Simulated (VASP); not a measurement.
# BP (Pm-3m) in VASP: further runs

Aim: see how the results for BP move with the level of theory and the settings. Levels: PBEsol, PBE-based global hybrid. Tasks: single point.

Everything below comes from runs of VASP 6.6.1. Logs are shortened: lines on timing, memory, paths and dates and some standing lists are left out, and cuts for length are marked.

### Step 1. The structure

The structure is cubic, space group Pm-3m (No. 221). The conventional cell has a = 2.708 Å, b = 2.708 Å, c = 2.708 Å, α = 90.00°, β = 90.00°, γ = 90.00°. B (site symmetry m-3m) is surrounded by 8 P at 2.35 Å. Around P (site symmetry m-3m) lie 8 B at 2.35 Å.

The cell was built by a generator and needn't be a form met in nature.

### Step 2. Single point, PBEsol

Contents of INCAR:

```
ALGO = Normal ; EDIFF = 1E-7
ENCUT = 520 ; GGA = PS
ISIF = 2 ; ISMEAR = 1
LASPH = T ; LCHARG = F
LREAL = F ; LWAVE = F
NBANDS = 11 ; NELM = 80
PREC = Accurate ; SIGMA = 0.001
```

Contents of KPOINTS:

```
k-points
0
Gamma
  6 6 6
```

Contents of POSCAR:

```
BP
1.0
    2.7080526412      0.0000000000      0.0000000000
    0.0000000000      2.7080526412      0.0000000000
    0.0000000000      0.0000000000      2.7080526412
B P
1 1
Direct
    0.0000000000      0.0000000000      0.0000000000
    0.5000000000      0.5000000000      0.5000000000
```

Potentials or basis: VASP PAW PBE potentials, release 64 (B, P).

Command:

```
> cat potpaw_PBE.64/B/POTCAR potpaw_PBE.64/P/POTCAR > POTCAR
> mpirun -np 1 vasp_std > vasp.out
```

OUTCAR:

```text
EDIFF = 1E-7
   ENCUT = 520
   GGA = PS
   ISIF = 2
   ISMEAR = 1
   LASPH = T
   LREAL = F
   NELM = 80
   PREC = Accurate

 ion  position               nearest neighbor table
   1  0.000  0.000  0.000-   2 2.35   2 2.35   2 2.35   2 2.35   2 2.35   2 2.35   2 2.35   2 2.35

   2  0.500  0.500  0.500-   1 2.35   1 2.35   1 2.35   1 2.35   1 2.35   1 2.35   1 2.35   1 2.35

  LATTYP: Found a simple cubic cell.
 ALAT       =     2.7080526412

  Lattice vectors:

 A1 = (   2.7080526412,   0.0000000000,   0.0000000000)
 A2 = (   0.0000000000,   2.7080526412,   0.0000000000)
 A3 = (   0.0000000000,   0.0000000000,   2.7080526412)

Analysis of symmetry for initial positions (statically):
=====================================================================
 Subroutine PRICEL returns:
 Original cell was already a primitive cell.

 Routine SETGRP: Setting up the symmetry group for a
 simple cubic supercell.

 Subroutine GETGRP returns: Found 48 space group operations
 (whereof 48 operations were pure point group operations)
 out of a pool of 48 trial point group operations.

The static configuration has the point symmetry O_h .

Analysis of symmetry for dynamics (positions and initial velocities):
=====================================================================
 Subroutine PRICEL returns:
 Original cell was already a primitive cell.

 Routine SETGRP: Setting up the symmetry group for a
 simple cubic supercell.

 Subroutine GETGRP returns: Found 48 space group operations
 (whereof 48 operations were pure point group operations)
 out of a pool of 48 trial point group operations.

The dynamic configuration has the point symmetry O_h .

 Subroutine INISYM returns: Found 48 space group operations
 (whereof 48 operations are pure point group operations),
 and found     1 'primitive' translations

----------------------------------------------------------------------------------------

                                     Primitive cell

  volume of cell :      19.8596

  direct lattice vectors                    reciprocal lattice vectors
     2.708052641  0.000000000  0.000000000     0.369269040  0.000000000  0.000000000
     0.000000000  2.708052641  0.000000000     0.000000000  0.369269040  0.000000000
     0.000000000  0.000000000  2.708052641     0.000000000  0.000000000  0.369269040

  length of vectors
     2.708052641  2.708052641  2.708052641     0.369269040  0.369269040  0.369269040

  position of ions in fractional coordinates (direct lattice)
     0.000000000  0.000000000  0.000000000
     0.500000000  0.500000000  0.500000000

  ion indices of the primitive-cell ions
   primitive index   ion index
                 1           1
                 2           2

----------------------------------------------------------------------------------------

 KPOINTS: k-points

Automatic generation of k-mesh.
 Grid dimensions read from file:
 generate k-points for:    6    6    6

 Generating k-lattice:

  Cartesian coordinates                     Fractional coordinates (reciprocal lattice)
     0.061544840  0.000000000  0.000000000     0.166666667  0.000000000  0.000000000
     0.000000000  0.061544840  0.000000000     0.000000000  0.166666667  0.000000000
     0.000000000  0.000000000  0.061544840     0.000000000  0.000000000  0.166666667

  Length of vectors
     0.061544840  0.061544840  0.061544840

  Shift w.r.t. Gamma in fractional coordinates (k-lattice)
     0.000000000  0.000000000  0.000000000

 Subroutine IBZKPT returns following result:
 ===========================================

 Found     20 irreducible k-points:

 Following reciprocal coordinates:
            Coordinates               Weight
  0.000000  0.000000  0.000000      1.000000
  0.166667  0.000000  0.000000      6.000000
  0.333333  0.000000  0.000000      6.000000
  0.500000  0.000000  0.000000      3.000000
  0.166667  0.166667  0.000000     12.000000
  0.333333  0.166667  0.000000     24.000000
[... 12 lines left out ...]
  0.500000  0.500000  0.333333      6.000000
  0.500000  0.500000  0.500000      1.000000
   k-points           NKPTS =     20   k-points in BZ     NKDIM =     20   number of bands    NBANDS=     11
   number of dos      NEDOS =    301   number of ions     NIONS =      2
   total plane-waves  NPLWV =   8000
   dimension x,y,z NGX =    20 NGY =   20 NGZ =   20
   dimension x,y,z NGXF=    40 NGYF=   40 NGZF=   40
   ions per type =               1   1
   NGX,Y,Z   is equivalent  to a cutoff of  12.28, 12.28, 12.28 a.u.
   NGXF,Y,Z  is equivalent  to a cutoff of  24.56, 24.56, 24.56 a.u.
 SYSTEM =  unknown system
   PREC   = accura    normal or accurate (medium, high low for compatibility)
   ISTART =      0    job   : 0-new  1-cont  2-samecut
   ICHARG =      2    charge: 1-file 2-atom 10-const
   ISPIN  =      1    spin polarized calculation?
   LNONCOLLINEAR =      F non collinear calculations
   LSORBIT =      F    spin-orbit coupling
   LASPH  =      T    aspherical Exc in radial PAW
   ENCUT  =  520.0 eV  38.22 Ry    6.18 a.u.   5.04  5.04  5.04*2*pi/ulx,y,z
   NELM   =     80;   NELMIN=  2; NELMDL= -5     # of ELM steps
   EDIFF  = 0.1E-06   stopping-criterion for ELM
   LREAL  =      F    real-space projection
   EDIFFG = 0.1E-05   stopping-criterion for IOM
   NSW    =      0    number of steps for IOM
   IBRION =     -1    ionic relax: 0-MD 1-quasi-New 2-CG
   NFREE  =      0    steps in history (QN), initial steepest desc. (CG)
   ISIF   =      2    stress and relaxation
   ISYM   =      2    0-nonsym 1-usesym 2-fastsym
   POTIM  = 0.5000    time-step for ionic-motion
   TEBEG  =    0.0;   TEEND  =   0.0 temperature during run
   PSTRESS=    0.0 pullay stress
   NELECT =       8.0000    total number of electrons
   NUPDOWN=      -1.0000    fix difference up-down
   EMIN   =  10.00;   EMAX   =-10.00  energy-range for DOS
   EFERMI =   0.00;   METHOD = LEGACY
   ISMEAR =     1;   SIGMA  =   0.00  broadening in eV -4-tet -1-fermi 0-gaus
   EFERMI_NEDOS =   21; number of points for ismear=-14 and -15
   IALGO  =     38    algorithm
   IMIX   =      4    mixing-type and parameters
     AMIX     =   0.40;   BMIX     =  1.00
     AMIX_MAG =   1.60;   BMIX_MAG =  1.00
  volume/ion in A,a.u.               =       9.93        67.01
  Fermi-wavevector in a.u.,A,eV,Ry     =   1.209060  2.284791 19.889340  1.461825
  Thomas-Fermi vector in A             =   2.344649
   LORBIT       =      0    0 simple, 1 ext, 2 COOP (PROOUT), +10 PAW based schemes
   GGA     = PS    functional components
   LHFCALC =     F    Hartree Fock is set to
   AEXX    =    0.0000 exact exchange contribution
   IVDW    =     0    specifies the selected vdW correction
   LEPSILON=     F    determine dielectric tensor
   LRPA    =     F    only Hartree local field effects (RPA)
 non-spin polarized calculation
 Methfessel and Paxton  Order N= 1 SIGMA  =   0.00
  energy-cutoff  :      520.00
  volume of cell :       19.86
 maximum number of plane-waves:       554
   NGX = 11   NGY = 11   NGZ = 11

 number of electron       7.9999998 magnetization

 Free energy of the ion-electron system (eV)
  ---------------------------------------------------
  ext. energy  EPLUGINS =         0.00000000
  ---------------------------------------------------
  free energy    TOTEN  =       -10.16131790 eV

  energy without entropy =      -10.16129424  energy(sigma->0) =      -10.16131001

 E-fermi :  10.2845     XC(G=0): -12.1866

 val. band max:       10.2845287460   @ k =   0.5000   0.1667   0.0000
 cond. band min:      10.2849671885   @ k =   0.5000   0.1667   0.1667
 fundamental gap:      0.0004384425
 Fermi energy:        10.2845295065

 k-point     1 :       0.0000    0.0000    0.0000
  band No.  band energies     occupation
      1      -7.0774      2.00000
      2       9.0857      2.00000
      3       9.0857      2.00000
      4       9.0857      2.00000
      5      12.5142      0.00000
      6      14.5073      0.00000
      7      14.5073      0.00000
      8      21.1675      0.00000
      9      21.1675      0.00000
     10      21.1675      0.00000
     11      28.2537      0.00000

 k-point     2 :       0.1667    0.0000    0.0000
  band No.  band energies     occupation
      1      -6.5708      2.00000
      2       5.5851      2.00000
      3       9.5708      2.00000
      4       9.5708      2.00000
      5      13.2262      0.00000
      6      15.0078      0.00000
      7      18.2346      0.00000
      8      19.5965      0.00000
      9      19.5965      0.00000
     10      20.3887      0.00000
     11      28.2956      0.00000

 k-point     3 :       0.3333    0.0000    0.0000
  band No.  band energies     occupation
      1      -5.0882      2.00000
      2       1.3294      2.00000
      3      11.0074      0.00000
      4      11.0074      0.00000
      5      14.2412      0.00000
      6      16.3937      0.00000
      7      16.4327      0.00000
      8      16.4327      0.00000
      9      18.0342      0.00000
     10      24.6500      0.00000
     11      24.9282      0.00000

 k-point     4 :       0.5000    0.0000    0.0000
  band No.  band energies     occupation
      1      -3.3628      2.00000
      2      -1.3553      2.00000
      3      13.0694      0.00000
      4      13.0694      0.00000
      5      13.6573      0.00000
      6      13.6573      0.00000
      7      15.3434      0.00000
      8      16.5426      0.00000
      9      17.6090      0.00000
     10      22.3321      0.00000
     11      29.0523      0.00000
[... 183 lines left out ...]
 k-point    18 :       0.5000    0.3333    0.3333
  band No.  band energies     occupation
      1       0.8223      2.00000
      2       2.3671      2.00000
      3       6.8305      2.00000
      4       7.3762      2.00000
      5       8.0017      2.00000
      6       8.5430      2.00000
      7      13.0952      0.00000
      8      13.4641      0.00000
      9      28.2580      0.00000
     10      28.6288      0.00000
     11      30.1350      0.00000

 k-point    19 :       0.5000    0.5000    0.3333
  band No.  band energies     occupation
      1       2.8704      2.00000
      2       4.0825      2.00000
      3       4.0825      2.00000
      4       5.6757      2.00000
      5       9.0492      2.00000
      6      10.3040     -0.00000
      7      10.3040     -0.00000
      8      10.7004      0.00000
      9      29.8204      0.00000
     10      29.8204      0.00000
     11      30.1391      0.00000

 k-point    20 :       0.5000    0.5000    0.5000
  band No.  band energies     occupation
      1       4.6596      2.00000
      2       6.3827      2.00000
      3       6.3827      2.00000
      4       6.3827      2.00000
      5       7.0159      2.00000
      6       7.0159      2.00000
      7       7.0159      2.00000
      8       8.6804      2.00000
      9      31.2300      0.00000
     10      31.2300      0.00000
     11      31.2300      0.00000

------------------------ aborting loop because EDIFF is reached ----------------------------------------

  FORCE on cell =-STRESS in cart. coord.  units (eV):
  Direction    XX          YY          ZZ          XY          YZ          ZX
  --------------------------------------------------------------------------------------
  -------------------------------------------------------------------------------------
  Total        0.0966780      0.0966780      0.0966780      0.0000000     -0.0000000      0.0000000
  in kB        7.7995005      7.7995005      7.7995005      0.0000000     -0.0000000      0.0000000
  external PRESSURE =       7.7995005 kB  Pullay stress =       0.0000000 kB

 VOLUME and BASIS-vectors are now :
 -----------------------------------------------------------------------------
  energy-cutoff  :      520.00
  volume of cell :       19.86
      direct lattice vectors                 reciprocal lattice vectors
     2.708052641  0.000000000  0.000000000     0.369269040  0.000000000  0.000000000
     0.000000000  2.708052641  0.000000000     0.000000000  0.369269040  0.000000000
     0.000000000  0.000000000  2.708052641     0.000000000  0.000000000  0.369269040

 POSITION                                       TOTAL-FORCE (eV/Angst)
 -----------------------------------------------------------------------------------
      0.00000      0.00000      0.00000         0.000000      0.000000      0.000000
      1.35403      1.35403      1.35403         0.000000      0.000000      0.000000
 -----------------------------------------------------------------------------------
    total drift:                                0.000000      0.000000     -0.000000

  FREE ENERGIE OF THE ION-ELECTRON SYSTEM (eV)
  ---------------------------------------------------
  free  energy   TOTEN  =       -10.1613178985 eV

  energy  without entropy=      -10.1612942444  energy(sigma->0) =      -10.16131001
```

Wall time 8 s (1 thread of AMD EPYC 9R45 (Zen 5), shared host); peak memory 0.09 GiB.

What came out:

```
Free energy            : -10.1613 eV
Pressure               : 0.8 GPa
Band gap on the k mesh : none (metal or under the smearing width)
```

Levels at points of the mesh, in eV from the Fermi level:
| k point | band 2 | band 3 | band 4 | band 5 | band 6 | band 7 |
| --- | --- | --- | --- | --- | --- | --- |
| (0.00, 0.00, 0.00) | -1.20 | -1.20 | -1.20 | 2.23 | 4.22 | 4.22 |
| (0.50, 0.00, 0.00) | -11.64 | 2.78 | 2.78 | 3.37 | 3.37 | 5.06 |
| (0.50, 0.50, 0.00) | -8.29 | -8.29 | -6.19 | 5.04 | 5.51 | 8.34 |
| (0.50, 0.50, 0.50) | -3.90 | -3.90 | -3.90 | -3.27 | -3.27 | -3.27 |

Caveat: the k mesh is coarse (spacing up to 0.39 Å⁻¹), so the values aren't converged; the PAW data sets were made with another functional, which shifts forces and pressure a little.

### Step 3. Single point, PBE-based global hybrid

POSCAR is that of step 2.

Contents of INCAR.step1:

```
SYSTEM = BP
  ALGO = Normal
  EDIFF = 1E-5
  ENCUT = 520
  GGA = PE
  ISIF = 2
  ISMEAR = -1
  LASPH = .True.
  LREAL = .False.
  LWAVE = .True.
  NBANDS = 11
  NELM = 80
  PREC = Accurate
  SIGMA = 0.02
```

Contents of INCAR.step2:

```
SYSTEM = BP
  AEXX = 0.15
  ALGO = Normal
  EDIFF = 1E-6
  ENCUT = 520
  GGA = PE
  HFRCUT = -1
  ISIF = 2
  ISMEAR = -1
  ISTART = 1
  LASPH = .True.
  LCHARG = .True.
  LELF = .True.
  LHFCALC = .True.
  LREAL = .False.
  LVHAR = .True.
  LWAVE = .False.
  NBANDS = 11
  NELM = 80
  PREC = Accurate
  PRECFOCK = Normal
  SIGMA = 0.02
```

Contents of KPOINTS:

```
k-points
0
Gamma
  4 4 4
  0 0 0
```

Potentials or basis: VASP PAW PBE potentials, release 64 (B, P).

Command:

```
> cat potpaw_PBE.64/B/POTCAR potpaw_PBE.64/P/POTCAR > POTCAR
> cp INCAR.step1 INCAR
> mpirun -np 1 vasp_std > vasp.out
> cp INCAR.step2 INCAR
> mpirun -np 1 vasp_std > vasp.out
```

OUTCAR:

```text
SYSTEM = BP
   AEXX = 0.15
   EDIFF = 1E-6
   ENCUT = 520
   GGA = PE
   ISIF = 2
   ISMEAR = -1
   ISTART = 1
   LASPH = .True.
   LHFCALC = .True.
   LREAL = .False.
   NELM = 80
   PREC = Accurate
   PRECFOCK = Normal

 ion  position               nearest neighbor table
   1  0.000  0.000  0.000-   2 2.35   2 2.35   2 2.35   2 2.35   2 2.35   2 2.35   2 2.35   2 2.35

   2  0.500  0.500  0.500-   1 2.35   1 2.35   1 2.35   1 2.35   1 2.35   1 2.35   1 2.35   1 2.35

  LATTYP: Found a simple cubic cell.
[... 323 lines left out ...]

  FORCE on cell =-STRESS in cart. coord.  units (eV):
  Direction    XX          YY          ZZ          XY          YZ          ZX
  --------------------------------------------------------------------------------------
  -------------------------------------------------------------------------------------
  Total       -0.7890576     -0.7890576     -0.7890576      0.0000000      0.0000000      0.0000000
  in kB      -63.6572670    -63.6572670    -63.6572670      0.0000000      0.0000000      0.0000000
  external PRESSURE =     -63.6572670 kB  Pullay stress =       0.0000000 kB

 VOLUME and BASIS-vectors are now :
 -----------------------------------------------------------------------------
  energy-cutoff  :      520.00
  volume of cell :       19.86
      direct lattice vectors                 reciprocal lattice vectors
     2.708052641  0.000000000  0.000000000     0.369269040  0.000000000  0.000000000
     0.000000000  2.708052641  0.000000000     0.000000000  0.369269040  0.000000000
     0.000000000  0.000000000  2.708052641     0.000000000  0.000000000  0.369269040

 POSITION                                       TOTAL-FORCE (eV/Angst)
 -----------------------------------------------------------------------------------
      0.00000      0.00000      0.00000         0.000000      0.000000      0.000000
      1.35403      1.35403      1.35403         0.000000      0.000000      0.000000
 -----------------------------------------------------------------------------------
    total drift:                               -0.000000     -0.000000     -0.000000

  FREE ENERGIE OF THE ION-ELECTRON SYSTEM (eV)
  ---------------------------------------------------
  free  energy   TOTEN  =       -10.9121248603 eV

  energy  without entropy=      -10.9087468047  energy(sigma->0) =      -10.91043583
```

OUTCAR.step1:

```text
SYSTEM = BP
   EDIFF = 1E-5
   ENCUT = 520
   GGA = PE
   ISIF = 2
   ISMEAR = -1
   LASPH = .True.
[... 345 lines left out ...]
      0.00000      0.00000      0.00000         0.000000      0.000000      0.000000
      1.35403      1.35403      1.35403         0.000000      0.000000      0.000000
 -----------------------------------------------------------------------------------
    total drift:                                0.000000      0.000000     -0.000000

  FREE ENERGIE OF THE ION-ELECTRON SYSTEM (eV)
  ---------------------------------------------------
  free  energy   TOTEN  =        -9.4922210483 eV

  energy  without entropy=       -9.4888418393  energy(sigma->0) =       -9.49053144
```

Wall time 26 s (1 thread of AMD EPYC 9R45 (Zen 5), shared host); peak memory 0.09 GiB.

Results:

```
Free energy            : -10.9121 eV
Pressure               : -6.4 GPa
Band gap on the k mesh : none (metal or under the smearing width)
```

Levels at points of the mesh, in eV from the Fermi level:
| k point | band 1 | band 2 | band 3 | band 4 | band 5 | band 6 | band 7 | band 8 | band 9 |
| --- | --- | --- | --- | --- | --- | --- | --- | --- | --- |
| (0.00, 0.00, 0.00) | -18.97 | -1.55 | -1.55 | -1.55 | 2.53 | 4.61 | 4.61 | 11.79 | 11.79 |
| (0.50, 0.00, 0.00) | -15.09 | -12.95 | 3.27 | 3.27 | 3.67 | 3.67 | 5.64 | 6.76 | 7.81 |
| (0.50, 0.50, 0.00) | -10.65 | -9.29 | -9.29 | -7.13 | 5.87 | 6.06 | 9.19 | 9.19 | 12.30 |
| (0.50, 0.50, 0.50) | -6.46 | -4.47 | -4.47 | -4.47 | -3.63 | -3.63 | -3.63 | -2.01 | 22.10 |

Caveat: the k mesh is coarse (spacing up to 0.58 Å⁻¹), so the values aren't converged; the PAW data sets were made with another functional, which shifts forces and pressure a little.
